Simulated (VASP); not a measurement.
The system is ZnSe (Stilleite).

```xyz
2
Lattice="0.0000 2.8338 2.8338 2.8338 0.0000 2.8338 2.8338 2.8338 0.0000" Properties=species:S:1:pos:R:3 pbc="T T T"
Se    4.2507    4.2507    4.2507
Zn    0.0000    0.0000    0.0000
```

Base run:

* Program: VASP 6.6.1
* Functional: PBEsol
* Potentials or basis: VASP PAW PBE potentials, release 64 (Se, Zn)
* Cutoff: 520 eV
* k mesh: 8 × 8 × 8
* Occupations: fermi-dirac, width 0.05 eV
* Spin: no spin polarisation

Its results: band gap on the k mesh 1.17 eV, direct.

Task: The run is repeated on the same cell with these changes: functional from PBEsol to PBE. What comes out?

Result: Band gap on the k mesh 1.29 eV, direct.
